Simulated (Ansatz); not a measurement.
# Bi2Se3: energy less free atoms and pressure against volume scale

All results are calculated (Ansatz 0.2.0). Periodic Kohn-Sham DFT of a crystal at fixed atoms, scaled to volume_scale times the given cell; pressure positive in compression, energy less spherical unpolarised free atoms, largest_vzz the field gradient of largest size among the nuclei.

The cell before it is scaled or strained (space group R-3m, No. 166):
```
cell vectors (Å)
   2.0715     1.1960     9.5453
  -2.0715     1.1960     9.5453
   0.0000    -2.3920     9.5453
atoms (fractions of the cell vectors)
Bi  0.40080  0.40080  0.40080
Bi  0.59920  0.59920  0.59920
Se  0.00000  0.00000  0.00000
Se  0.21170  0.21170  0.21170
Se  0.78830  0.78830  0.78830
```

Settings of every row: method all-electron LAPW; functional PBE; relativity scalar; k mesh 6x6x6; filling fermi-dirac; smearing width 0.03 eV; basis error target 0.5 meV/atom; nucleus gaussian.

Atom start moment: 0 on all atoms.

Limits: a layered crystal: even scaling strains the bonds within the layers, so this curve is stiffer than the crystal under pressure; no spin-orbit coupling on heavy atoms; small gap, it may come from the mesh.

| row | volume scale | V (Å³/atom) | energy less free atoms (eV/atom) | pressure (GPa) |
| --- | --- | --- | --- | --- |
| 1 | 0.94 | 26.676 | -3.969 | 7.316 |
| 2 | 0.96 | 27.243 | -3.9918 | 5.55 |
| 3 | 0.98 | 27.811 | -4.0086 | 3.962 |
| 4 | 0.99 | 28.095 | -4.0149 | 3.229 |
| 5 | 1 | 28.378 | -4.02 | 2.534 |
| 6 | 1.01 | 28.662 | ? | ? |
| 7 | 1.02 | 28.946 | -4.0267 | 1.248 |
| 8 | 1.04 | 29.513 | -4.029 | 0.092 |
| 9 | 1.06 | 30.081 | -4.0274 | -0.949 |

Question: what energy less free atoms and pressure should row 6 give?

Worked fit of energy less free atoms. Take u = (V_r/V)^(2/3) − 1 with V_r = 28.236 Å³ an atom, which is twice the finite (Eulerian) strain; such expansions in the strain, on which the Birch-Murnaghan equation of state is built, carry the rest volume and the bulk modulus. The shown rows have u = 0.03862, 0.02415, 0.01016, 0.00334, -0.00334, -0.01642, -0.02906, -0.04132. Least squares give energy less free atoms = −4.01763 + 0.7639 × u + 12.784 × u² eV/atom; a straight line predicts inner rows, each left out in turn, worse (root mean square 0.0065 against 6.2e-05 eV/atom). The rows lie off it by 0.0001, -0.0001, -0.0001, 0.0000, 0.0000, 0.0000, 0.0000, 0.0000. Its lowest point lies at u = -0.0299, or V = 29.55 Å³ an atom, and the curvature there gives the bulk modulus at fixed shape and fractions, B = (4/9)(1 + u)² E″(u)/V = 58 GPa. Letting shape and atoms relax would as a rule lower it, by much in layered, chain or molecular crystals. The withheld row has u = -0.00993, so the fit gives −4.01763 + 0.7639 × (-0.00993) + 12.784 × (-0.00993)² = -4.0240 eV/atom.

The calculation gave -4.0239 eV/atom. The fit lies 0.0001 eV/atom (0.17 % of the column's range) below it, one unit of the last digit.

Worked fit of pressure. Take u = (V_r/V)^(2/3) − 1 with V_r = 28.236 Å³ an atom, which is twice the finite (Eulerian) strain; such expansions in the strain, on which the Birch-Murnaghan equation of state is built, carry the rest volume and the bulk modulus. The shown rows have u = 0.03862, 0.02415, 0.01016, 0.00334, -0.00334, -0.01642, -0.02906, -0.04132. Least squares give pressure = 2.8781 + 103.802 × u + 279.26 × u² + 212 × u³ GPa; a parabola predicts inner rows, each left out in turn, worse (root mean square 0.0034 against 0.00091 GPa). The rows lie off it by 0.000, -0.001, 0.000, 0.001, -0.001, 0.000, 0.000, 0.000. The pressure vanishes at u = -0.0301, or V = 29.56 Å³ an atom, and there the bulk modulus at fixed shape and fractions is B = −V dP/dV = (2/3)(1 + u) dP/du = 56.6 GPa. Letting shape and atoms relax would as a rule lower it, by much in layered, chain or molecular crystals. The withheld row has u = -0.00993, so the fit gives 2.8781 + 103.802 × (-0.00993) + 279.26 × (-0.00993)² + 212 × (-0.00993)³ = 1.875 GPa.

The calculation gave 1.874 GPa. The fit lies 0.001 GPa (0.012 % of the column's range) above it, one unit of the last digit.
